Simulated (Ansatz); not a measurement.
Here is an Ansatz 0.2.0 calculation.

File input.yaml:

```yaml
crystal:
  lattice:
    - [3.112861506, 0.0, 0.0]
    - [-1.556430753, 2.6958171426, 0.0]
    - [0.0, 0.0, 4.869841]
  atoms:
    - { symbol: Ta, position: [0.3333333333, 0.6666666667, 0.254711] }
    - { symbol: Ta, position: [0.6666666667, 0.3333333333, 0.745289] }
    - { symbol: "N", position: [0.0, 0.0, 0.0] }
hamiltonian:
  xc: r2scan
  pseudopotentials: { kind: paw_fr }
magnetization:
  noncollinear: true
  spin_orbit: true
kpoints:
  mp_grid: { grid: [7, 7, 5] }
  band_path:
    path:
      - [[0.0, 0.0, 0.0], [0.5, 0.0, 0.0], [0.3333333333, 0.3333333333, 0.0], [0.0, 0.0, 0.0], [0.0, 0.0, 0.5], [0.5, 0.0, 0.5], [0.3333333333, 0.3333333333, 0.5], [0.0, 0.0, 0.5]]
      - [[0.5, 0.0, 0.5], [0.5, 0.0, 0.0]]
      - [[0.3333333333, 0.3333333333, 0.0], [0.3333333333, 0.3333333333, 0.5]]
    npoints: 14
scf:
  occupations: { method: fermi_dirac, width: 0.05 }
  n_extra_bands: 7
output:
  forces: true
  stress: true
  eigenvalues: true
  fatbands: true
```

Potentials or basis: Ansatz PAW.

The run is started by

```sh
$ ansatz run input.yaml --threads 2 --pin off --max-ram 5632MiB --backend cpu --events-out ev --progress --plain --runs-dir out
```

Estimate the pressure.

-5.5 GPa.

What does it give for the band gap on the k mesh?

None (metal or under the smearing width).

Estimate the largest force.

0.145 eV/Å.

Levels at the corners of the path, in eV from the Fermi level:
```csv
point,band 28,band 29,band 30,band 31,band 32,band 33,band 34,band 35,band 36,band 37
Γ,-0.78,-0.55,-0.55,0.01,0.01,0.11,0.11,0.28,0.28,0.51
M,-2.99,-1.71,-1.71,1.67,1.67,1.98,1.98,3.80,3.80,3.96
K,-3.08,-2.97,-2.97,1.29,1.29,1.30,1.30,2.94,2.94,3.41
Γ,-0.78,-0.55,-0.55,0.01,0.01,0.11,0.11,0.28,0.28,0.51
A,-3.04,-1.34,-1.34,-0.98,-0.98,1.70,1.70,1.90,1.90,2.40
L,-2.55,-2.36,-2.36,-0.43,-0.43,0.69,0.69,3.31,3.31,3.67
H,-2.37,-2.14,-2.14,0.59,0.59,0.77,0.77,0.81,0.81,4.02
A,-3.04,-1.34,-1.34,-0.98,-0.98,1.70,1.70,1.90,1.90,2.40
L,-2.55,-2.36,-2.36,-0.43,-0.43,0.69,0.69,3.31,3.31,3.67
M,-2.99,-1.71,-1.71,1.67,1.67,1.98,1.98,3.80,3.80,3.96
K,-3.08,-2.97,-2.97,1.29,1.29,1.30,1.30,2.94,2.94,3.41
H,-2.37,-2.14,-2.14,0.59,0.59,0.77,0.77,0.81,0.81,4.02
```

Caveat: the PAW data sets come from PBE, with cores solved anew for the run's functional, which leaves a small shift of forces and pressure.
